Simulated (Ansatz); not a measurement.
Al2Ru under strain

Computed with DFT PBEsol, scalar-relativistic, plane waves, PAW in Ansatz 0.2.0. Settings: 420 eV cutoff, 10×10×10 k-mesh, Gaussian smearing of 0.01 eV, no spin polarisation.

Starting point, cell and atoms relaxed:

```yaml
crystal:
  lattice:
    - [0.00000, 3.98765, 4.38508]
    - [2.35057, 0.00000, 4.38508]
    - [2.35057, 3.98765, 0.00000]
  atoms:
    - { symbol: Al, position: [0.07895, 0.42105, 0.07895] }
    - { symbol: Al, position: [0.42105, 0.07895, 0.42105] }
    - { symbol: Al, position: [0.17105, 0.82895, 0.17105] }
    - { symbol: Al, position: [0.82895, 0.17105, 0.82895] }
    - { symbol: Ru, position: [0.75000, 0.75000, 0.75000] }
    - { symbol: Ru, position: [0.50000, 0.50000, 0.50000] }
```

Deformation: shear that moves c along a by the strain times its height over the a-b plane, the cell held and the atoms relaxed, all within the symmetry that the strain leaves. Energies are extrapolated to zero smearing. Gaps are Kohn–Sham gaps over the whole zone.

| strain (%) | ΔE (meV/atom) | a (Å) | b (Å) | c (Å) | gap (eV) |
| --- | --- | --- | --- | --- | --- |
| -2.0 | 2.1 | 5.927 | 4.975 | 4.587 | 0.04 |
| -1.0 | 0.5 | 5.927 | 4.975 | 4.608 | 0.06 |
| +0.0 | 0.0 | 5.927 | 4.975 | 4.629 | 0.08 |
| +1.0 | 0.5 | 5.927 | 4.975 | 4.650 | 0.09 |
| +2.0 | 2.1 | 5.927 | 4.975 | 4.672 | 0.10 |

Question: What stiffness (1/V) d²E/dε² at zero strain does a cubic fit over all points give?

Answer: A cubic fit gives (1/V) d²E/dε² = 123 GPa at zero strain (the shear constant for this plane and direction).

2 further runs of this set didn't finish or converge.